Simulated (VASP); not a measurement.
# BeTe (F-43m) in VASP: further runs

One crystal, BeTe, is run at these levels: LDA; tasks: single point, relaxation of cell and atoms.

Everything below comes from runs of VASP 6.6.1. Logs are shortened: lines on timing, memory, paths and dates and some standing lists are left out, and cuts for length are marked.

## Step 1: The undisturbed crystal

Symmetry: F-43m, No. 216, cubic system. The conventional cell has a = 5.555 Å, b = 5.555 Å, c = 5.555 Å, α = 90.00°, β = 90.00°, γ = 90.00°. Be (site symmetry -43m) has 4 Te at 2.41 Å as nearest neighbours. Te (site symmetry -43m) is surrounded by 4 Be at 2.41 Å.

## Step 2: Single point, LDA (cell and atoms relaxed tightly for response)

Input file INCAR:

```
SYSTEM = BeTe
PREC = Accurate
ENCUT = 520
EDIFF = 1E-6
ISMEAR = 0
SIGMA = 0.01
LREAL = .FALSE.
LASPH = .TRUE.
NELM = 60
ALGO = Normal
ISIF = 2
LWAVE = .FALSE.
LCHARG = .FALSE.
NBANDS = 11
```

Input file KPOINTS:

```
regular mesh
0
G
  8 8 8
  0 0 0
```

Input file POSCAR:

```
BeTe
1.0
    0.0000000000      2.7773062662      2.7773062662
    2.7773062662      0.0000000000      2.7773062662
    2.7773062662      2.7773062662      0.0000000000
Be Te
1 1
Direct
    0.0000000000      0.0000000000      0.0000000000
    0.2500000000      0.2500000000      0.2500000000
```

Potentials or basis: VASP PAW LDA potentials, release 64 (Be, Te).

The run is started by

```sh
$ cat potpaw_LDA.64/Be/POTCAR potpaw_LDA.64/Te/POTCAR > POTCAR
$ mpirun -np 1 vasp_std > vasp.out
```

OUTCAR:

```text
SYSTEM = BeTe
   PREC = Accurate
   ENCUT = 520
   EDIFF = 1E-6
   ISMEAR = 0
   LREAL = .FALSE.
   LASPH = .TRUE.
   NELM = 60
   ISIF = 2

 ion  position               nearest neighbor table
   1  0.000  0.000  0.000-   2 2.41   2 2.41   2 2.41   2 2.41
   2  0.250  0.250  0.250-   1 2.41   1 2.41   1 2.41   1 2.41

  LATTYP: Found a face centered cubic cell.
 ALAT       =     5.5546125324

  Lattice vectors:

 A1 = (   0.0000000000,   2.7773062662,   2.7773062662)
 A2 = (   2.7773062662,   0.0000000000,   2.7773062662)
 A3 = (   2.7773062662,   2.7773062662,   0.0000000000)

Analysis of symmetry for initial positions (statically):
=====================================================================
 Subroutine PRICEL returns:
 Original cell was already a primitive cell.

 Routine SETGRP: Setting up the symmetry group for a
 face centered cubic supercell.

 Subroutine GETGRP returns: Found 24 space group operations
 (whereof 24 operations were pure point group operations)
 out of a pool of 48 trial point group operations.

The static configuration has the point symmetry T_d .

Analysis of symmetry for dynamics (positions and initial velocities):
=====================================================================
 Subroutine PRICEL returns:
 Original cell was already a primitive cell.

 Routine SETGRP: Setting up the symmetry group for a
 face centered cubic supercell.

 Subroutine GETGRP returns: Found 24 space group operations
 (whereof 24 operations were pure point group operations)
 out of a pool of 48 trial point group operations.

The dynamic configuration has the point symmetry T_d .

 Subroutine INISYM returns: Found 24 space group operations
 (whereof 24 operations are pure point group operations),
 and found     1 'primitive' translations

----------------------------------------------------------------------------------------

                                     Primitive cell

  volume of cell :      42.8451

  direct lattice vectors                    reciprocal lattice vectors
     0.000000000  2.777306266  2.777306266    -0.180030559  0.180030559  0.180030559
     2.777306266  0.000000000  2.777306266     0.180030559 -0.180030559  0.180030559
     2.777306266  2.777306266  0.000000000     0.180030559  0.180030559 -0.180030559

  length of vectors
     3.927704189  3.927704189  3.927704189     0.311822075  0.311822075  0.311822075

  position of ions in fractional coordinates (direct lattice)
     0.000000000  0.000000000  0.000000000
     0.250000000  0.250000000  0.250000000

  ion indices of the primitive-cell ions
   primitive index   ion index
                 1           1
                 2           2

----------------------------------------------------------------------------------------

 KPOINTS: regular mesh

Automatic generation of k-mesh.
 Grid dimensions read from file:
 generate k-points for:    8    8    8

 Generating k-lattice:

  Cartesian coordinates                     Fractional coordinates (reciprocal lattice)
    -0.022503820  0.022503820  0.022503820     0.125000000  0.000000000  0.000000000
     0.022503820 -0.022503820  0.022503820     0.000000000  0.125000000  0.000000000
     0.022503820  0.022503820 -0.022503820     0.000000000  0.000000000  0.125000000

  Length of vectors
     0.038977759  0.038977759  0.038977759

  Shift w.r.t. Gamma in fractional coordinates (k-lattice)
     0.000000000  0.000000000  0.000000000

 Subroutine IBZKPT returns following result:
 ===========================================

 Found     29 irreducible k-points:

 Following reciprocal coordinates:
            Coordinates               Weight
  0.000000  0.000000  0.000000      1.000000
  0.125000  0.000000  0.000000      8.000000
  0.250000  0.000000  0.000000      8.000000
  0.375000  0.000000  0.000000      8.000000
  0.500000  0.000000  0.000000      4.000000
  0.125000  0.125000  0.000000      6.000000
[... 16 lines left out ...]
  0.500000  0.250000  0.125000     48.000000
 -0.375000  0.250000  0.125000     24.000000
 [... further k-points ...]
   k-points           NKPTS =     29   k-points in BZ     NKDIM =     29   number of bands    NBANDS=     11
   number of dos      NEDOS =    301   number of ions     NIONS =      2
   total plane-waves  NPLWV =  27000
   dimension x,y,z NGX =    30 NGY =   30 NGZ =   30
   dimension x,y,z NGXF=    60 NGYF=   60 NGZF=   60
   ions per type =               1   1
   NGX,Y,Z   is equivalent  to a cutoff of  12.70, 12.70, 12.70 a.u.
   NGXF,Y,Z  is equivalent  to a cutoff of  25.40, 25.40, 25.40 a.u.
 SYSTEM =  BeTe
   PREC   = accura    normal or accurate (medium, high low for compatibility)
   ISTART =      0    job   : 0-new  1-cont  2-samecut
   ICHARG =      2    charge: 1-file 2-atom 10-const
   ISPIN  =      1    spin polarized calculation?
   LNONCOLLINEAR =      F non collinear calculations
   LSORBIT =      F    spin-orbit coupling
   LASPH  =      T    aspherical Exc in radial PAW
   ENCUT  =  520.0 eV  38.22 Ry    6.18 a.u.   7.30  7.30  7.30*2*pi/ulx,y,z
   NELM   =     60;   NELMIN=  2; NELMDL= -5     # of ELM steps
   EDIFF  = 0.1E-05   stopping-criterion for ELM
   LREAL  =      F    real-space projection
   EDIFFG = 0.1E-04   stopping-criterion for IOM
   NSW    =      0    number of steps for IOM
   IBRION =     -1    ionic relax: 0-MD 1-quasi-New 2-CG
   NFREE  =      0    steps in history (QN), initial steepest desc. (CG)
   ISIF   =      2    stress and relaxation
   ISYM   =      2    0-nonsym 1-usesym 2-fastsym
   POTIM  = 0.5000    time-step for ionic-motion
   TEBEG  =    0.0;   TEEND  =   0.0 temperature during run
   PSTRESS=    0.0 pullay stress
   NELECT =       8.0000    total number of electrons
   NUPDOWN=      -1.0000    fix difference up-down
   EMIN   =  10.00;   EMAX   =-10.00  energy-range for DOS
   EFERMI =   0.00;   METHOD = LEGACY
   ISMEAR =     0;   SIGMA  =   0.01  broadening in eV -4-tet -1-fermi 0-gaus
   EFERMI_NEDOS =   21; number of points for ismear=-14 and -15
   IALGO  =     38    algorithm
   IMIX   =      4    mixing-type and parameters
     AMIX     =   0.40;   BMIX     =  1.00
     AMIX_MAG =   1.60;   BMIX_MAG =  1.00
  volume/ion in A,a.u.               =      21.42       144.57
  Fermi-wavevector in a.u.,A,eV,Ry     =   0.935702  1.768221 11.912430  0.875539
  Thomas-Fermi vector in A             =   2.062637
   LORBIT       =      0    0 simple, 1 ext, 2 COOP (PROOUT), +10 PAW based schemes
   GGA     = CA    functional components
   LHFCALC =     F    Hartree Fock is set to
   AEXX    =    0.0000 exact exchange contribution
   IVDW    =     0    specifies the selected vdW correction
   LEPSILON=     F    determine dielectric tensor
   LRPA    =     F    only Hartree local field effects (RPA)
 non-spin polarized calculation
 Gauss-broadening in eV      SIGMA  =   0.01
  energy-cutoff  :      520.00
  volume of cell :       42.85
 maximum number of plane-waves:      1174
 NGX is ok and might be reduce to    30
   NGX = 15   NGY = 15   NGZ = 15

 number of electron       7.9999999 magnetization

 Free energy of the ion-electron system (eV)
  ---------------------------------------------------
  ext. energy  EPLUGINS =         0.00000000
  ---------------------------------------------------
  free energy    TOTEN  =        -8.72649790 eV

  energy without entropy =       -8.72649790  energy(sigma->0) =       -8.72649790

 E-fermi :   5.5276     XC(G=0):  -9.4312

 val. band max:        5.4181475173   @ k =   0.0000   0.0000   0.0000
 cond. band min:       7.1882807661   @ k =   0.5000   0.5000   0.0000
 fundamental gap:      1.7701332488
 Fermi energy:         5.5275700849

 k-point     1 :       0.0000    0.0000    0.0000
  band No.  band energies     occupation
      1      -7.1790      2.00000
      2       5.4181      2.00000
      3       5.4181      2.00000
      4       5.4181      2.00000
      5       8.9675      0.00000
      6       8.9675      0.00000
      7       8.9675      0.00000
      8       9.4491      0.00000
      9      13.6601      0.00000
     10      15.7418      0.00000
     11      15.7418      0.00000

 k-point     2 :       0.1250    0.0000    0.0000
  band No.  band energies     occupation
      1      -7.0233      2.00000
      2       4.0454      2.00000
      3       5.1645      2.00000
      4       5.1645      2.00000
      5       8.9732      0.00000
      6       9.3299      0.00000
      7       9.3299      0.00000
      8      10.7102      0.00000
      9      14.0617      0.00000
     10      14.7262      0.00000
     11      14.7262      0.00000

 k-point     3 :       0.2500    0.0000    0.0000
  band No.  band energies     occupation
      1      -6.5915      2.00000
      2       1.9526      2.00000
      3       4.6985      2.00000
      4       4.6985      2.00000
      5       8.7884      0.00000
      6       9.8745      0.00000
      7       9.8745      0.00000
      8      12.5597      0.00000
      9      14.3946      0.00000
     10      14.4429      0.00000
     11      14.4429      0.00000

 k-point     4 :       0.3750    0.0000    0.0000
  band No.  band energies     occupation
      1      -6.0358      2.00000
      2       0.2900      2.00000
      3       4.3437      2.00000
      4       4.3437      2.00000
      5       8.6378      0.00000
      6       9.9936      0.00000
      7       9.9936      0.00000
      8      13.1264      0.00000
      9      15.2759      0.00000
     10      15.5268      0.00000
     11      15.5268      0.00000
[... 239 lines left out ...]
 k-point    22 :       0.3750    0.2500    0.1250
  band No.  band energies     occupation
      1      -6.2335      2.00000
      2       1.7135      2.00000
      3       3.0313      2.00000
      4       4.1153      2.00000
      5       8.9359      0.00000
      6      10.3883      0.00000
      7      10.7051      0.00000
      8      11.7581      0.00000
      9      14.5702      0.00000
     10      15.9736      0.00000
     11      16.6447      0.00000

 k-point    23 :       0.5000    0.2500    0.1250
  band No.  band energies     occupation
      1      -5.7380      2.00000
      2       0.5963      2.00000
      3       2.4830      2.00000
      4       3.6272      2.00000
      5       9.3957      0.00000
      6      10.1091      0.00000
      7      11.3502      0.00000
      8      12.3905      0.00000
      9      15.2725      0.00000
     10      15.8215      0.00000
     11      17.7133      0.00000

 k-point    24 :      -0.3750    0.2500    0.1250
  band No.  band energies     occupation
      1      -5.4848      2.00000
      2       0.0669      2.00000
      3       2.3776      2.00000
      4       3.3877      2.00000
      5       9.5382      0.00000
      6       9.8208      0.00000
      7      12.1655      0.00000
      8      13.2239      0.00000
      9      13.8933      0.00000
     10      16.9944      0.00000
     11      17.3521      0.00000

 [... further k-points ...]
[... 5 lines left out ...]
  --------------------------------------------------------------------------------------
  -------------------------------------------------------------------------------------
  Total        0.0743203      0.0743203      0.0743203      0.0000000      0.0000000     -0.0000000
  in kB        2.7791816      2.7791816      2.7791816      0.0000000      0.0000000     -0.0000000
  external PRESSURE =       2.7791816 kB  Pullay stress =       0.0000000 kB

 VOLUME and BASIS-vectors are now :
 -----------------------------------------------------------------------------
  energy-cutoff  :      520.00
  volume of cell :       42.85
      direct lattice vectors                 reciprocal lattice vectors
     0.000000000  2.777306266  2.777306266    -0.180030559  0.180030559  0.180030559
     2.777306266  0.000000000  2.777306266     0.180030559 -0.180030559  0.180030559
     2.777306266  2.777306266  0.000000000     0.180030559  0.180030559 -0.180030559

 POSITION                                       TOTAL-FORCE (eV/Angst)
 -----------------------------------------------------------------------------------
      0.00000      0.00000      0.00000         0.000000      0.000000      0.000000
      1.38865      1.38865      1.38865        -0.000000     -0.000000     -0.000000
 -----------------------------------------------------------------------------------
    total drift:                                0.000000      0.000000      0.000000

  FREE ENERGIE OF THE ION-ELECTRON SYSTEM (eV)
  ---------------------------------------------------
  free  energy   TOTEN  =        -8.7264978965 eV

  energy  without entropy=       -8.7264978965  energy(sigma->0) =       -8.72649790
```

Run time: 30 s. Hardware: 1 thread of AMD EPYC, shared host; peak memory 0.12 GiB.

Results:

- Free energy: -8.7265 eV
- Pressure: 0.3 GPa
- Band gap on the k mesh: 1.77 eV, indirect (least direct gap 3.55 eV)

Levels at points of the mesh, in eV from the valence-band top:
| k point | band 1 | band 2 | band 3 | band 4 | band 5 | band 6 | band 7 | band 8 | band 9 |
| --- | --- | --- | --- | --- | --- | --- | --- | --- | --- |
| (0.00, 0.00, 0.00) | -12.60 | 0.00 | 0.00 | 0.00 | 3.55 | 3.55 | 3.55 | 4.03 | 8.24 |
| (0.50, 0.00, 0.00) | -11.16 | -5.80 | -1.20 | -1.20 | 3.17 | 4.54 | 4.54 | 7.63 | 10.93 |
| (0.50, 0.50, 0.00) | -10.64 | -5.30 | -2.80 | -2.80 | 1.77 | 2.59 | 9.86 | 9.86 | 11.61 |

Caveat: spin-orbit coupling is left out, which moves the levels of the heavy elements.

## Step 3: Relaxation of cell and atoms, LDA (cell and atoms relaxed tightly for response)

Input file INCAR:

```
SYSTEM = BeTe
ALGO = Normal
EDIFF = 1E-6
EDIFFG = -0.001
ENCUT = 600
IBRION = 2
ISIF = 3
ISMEAR = 0
LASPH = .True.
LCHARG = .False.
LREAL = .False.
LWAVE = .False.
NELM = 60
NSW = 80
PREC = Accurate
SIGMA = 0.01
```

Input file KPOINTS:

```
k-points
0
Gamma
  8 8 8
  0 0 0
```

POSCAR is that of step 2.

Potentials or basis: VASP PAW LDA potentials, release 64 (Be, Te).

The run is started by

```sh
$ cat potpaw_LDA.64/Be/POTCAR potpaw_LDA.64/Te/POTCAR > POTCAR
$ mpirun -np 1 vasp_std > vasp.out
```

Wall time 43 s (1 thread of AMD EPYC, shared host); peak memory 0.12 GiB.

Results (log left out):

* Free energy: -8.7267 eV
* Relaxed volume: 21.51 Å³/atom
* Relaxed cell: a = 3.933 Å, b = 3.933 Å, c = 3.933 Å, α = 60.00°, β = 60.00°, γ = 60.00°
* Space group after relaxing (to 0.05 Å): F-43m (No. 216)
* Energy gained by relaxing: 0.1 meV/atom
* Ionic steps: 3
* Pressure after relaxing: 0.0 GPa
* Band gap on the k mesh: 1.78 eV, indirect (least direct gap 3.55 eV)

The path:
```csv
step,energy change (eV),largest force (eV/Å),pressure (GPa),volume (Å³)
1,0.0000,0.0000,0.27,42.85
2,-0.0001,0.0000,-0.07,43.07
3,-0.0002,0.0000,-0.01,43.03
```

Final structure:
```cif
data_structure
_symmetry_space_group_name_H-M 'P 1'
_symmetry_Int_Tables_number 1
_cell_length_a 3.9332
_cell_length_b 3.9332
_cell_length_c 3.9332
_cell_angle_alpha 60.000
_cell_angle_beta 60.000
_cell_angle_gamma 60.000
_cell_volume 43.03
loop_
_atom_site_label
_atom_site_type_symbol
_atom_site_fract_x
_atom_site_fract_y
_atom_site_fract_z
_atom_site_occupancy
Be1 Be 0.00000 0.00000 0.00000 1
Te1 Te 0.25000 0.25000 0.25000 1
```

Levels at points of the mesh, in eV from the valence-band top:
```tsv
k point	band 1	band 2	band 3	band 4	band 5	band 6	band 7	band 8
(0.00, 0.00, 0.00)	-12.57	0.00	0.00	0.00	3.55	3.55	3.55	4.00
(0.50, 0.00, 0.00)	-11.14	-5.78	-1.19	-1.19	3.15	4.54	4.54	7.64
(0.50, 0.50, 0.00)	-10.62	-5.28	-2.79	-2.79	1.78	2.60	9.83	9.83
```

Caveat: spin-orbit coupling is left out, which moves the levels of the heavy elements. A k mesh can miss the band edges.
